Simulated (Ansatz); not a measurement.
The system is Sn.

```xyz
1
Lattice="-1.6664 1.7078 2.1828 1.7939 -1.8589 2.3917 1.6937 1.8854 -2.2976" Properties=species:S:1:pos:R:3 pbc="T T T"
Sn    0.0000    0.0000    0.0000
```

This isn't the form of Sn at room conditions, which is tetragonal (white tin).

The cell isn't the ideal one: cell sheared at random, sigma 0.06, atoms nudged by 0.01 Å.

Program: Ansatz 0.2.0. Alike in all runs: potentials or basis Ansatz PAW; no spin polarisation; cell sheared at random, sigma 0.06, atoms nudged by 0.01 Å; k mesh 5 × 5 × 5; smearing fermi-dirac 0.05 eV; the mesh is coarse, so values aren't converged.

Q: Order these runs on this cell by their pressure, lowest first.
A. level r2SCAN50; cutoff (eV) 500
B. level HSE03; cutoff (eV) 420; points for each segment of the path 4
C. level HF; cutoff (eV) 420

A: A (-4.2 GPa), B (-2.3 GPa), C (2.2 GPa).

Caveats: all runs use coarse meshes; the PAW data sets come from PBE, with cores solved anew for the run's functional, which leaves a small shift of forces and pressure; the thresholds are loose for stress.
